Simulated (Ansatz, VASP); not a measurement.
**One calculation of TaN, two programs**

Contents of INCAR:

```
ALGO = Normal
EDIFF = 1E-7
ENCUT = 520
ISIF = 2
ISMEAR = -1
LASPH = T
LCHARG = F
LREAL = F
LWAVE = F
NBANDS = 24
NELM = 80
PREC = Accurate
SIGMA = 0.03
```

The input KPOINTS:

```
k-points
0
Gamma
  9 9 5
```

POSCAR

```
TaN
1.0
    3.1110011123      0.0000000000      0.0000000000
   -1.5555005562      2.6942059945      0.0000000000
    0.0000000000      0.0000000000      4.9400000000
Ta N
2 2
Direct
    0.3333333333      0.6666666667      0.0000000000
    0.6666666667      0.3333333333      0.5000000000
    0.3333333333      0.6666666667      0.3850000000
    0.6666666667      0.3333333333      0.8850000000
```

Input for Ansatz:

```yaml
crystal:
  lattice:
    - [3.1110011123, 0.0, 0.0]
    - [-1.5555005562, 2.6942059945, 0.0]
    - [0.0, 0.0, 4.94]
  atoms:
    - { symbol: Ta, position: [0.3333333333, 0.6666666667, 0.0] }
    - { symbol: Ta, position: [0.6666666667, 0.3333333333, 0.5] }
    - { symbol: "N", position: [0.3333333333, 0.6666666667, 0.385] }
    - { symbol: "N", position: [0.6666666667, 0.3333333333, 0.885] }
kpoints:
  mp_grid: { grid: [9, 9, 5] }
  band_path:
    path:
      - [0.0, 0.0, 0.0]
      - [0.5, 0.0, 0.0]
      - [0.3333333333, 0.3333333333, 0.0]
      - [0.0, 0.0, 0.0]
      - [0.0, 0.0, 0.5]
      - [0.5, 0.0, 0.5]
      - [0.3333333333, 0.3333333333, 0.5]
      - [0.0, 0.0, 0.5]
      - [0.5, 0.0, 0.5]
    npoints: 5
scf:
  occupations: { method: fermi_dirac, width: 0.03 }
hamiltonian:
  xc: lda
  pseudopotentials: { kind: all_electron, lapw: { basis_error: 0.001 } }
output:
  forces: true
  stress: true
  eigenvalues: true
```

Change from the starting cell: equal xx and yy strain of +2 %.

Alike in both runs: task single point; functional LDA; k mesh 9 × 9 × 5; occupations fermi-dirac, width 0.03 eV; no spin polarisation.

```csv
,VASP,Ansatz
version,VASP 6.6.1,Ansatz 0.2.0
potentials or method,"VASP PAW LDA potentials, release 64 (Ta_pv, N)","all-electron LAPW, scalar-relativistic"
plane-wave cutoff (eV),520,see its input
```

|  | VASP | Ansatz | Ansatz less VASP |
| --- | --- | --- | --- |
| pressure (GPa) | 95.0 | 89.6 | -5.39 |
| largest component of the traceless stress (GPa) | 7.98 | 7.57 | -0.415 |
| rms of the force components (eV/Å) | 0.695 | 0.699 | +0.0038 |

Atom by atom the forces differ by 0.004 eV/Å (rms over components). Ansatz ran all-electron here, so the differences hold the error of VASP's frozen core and of both bases.

Caveats: the cell as given lies far from equilibrium; so large a pressure means that the cell lies far from this level's equilibrium, or that cutoff or potentials fall short (VASP); forces of over 1 eV/Å show positions far from the minimum, so gaps and moduli don't describe the material at rest. Spin-orbit coupling is left out, which matters for the levels of Ta.
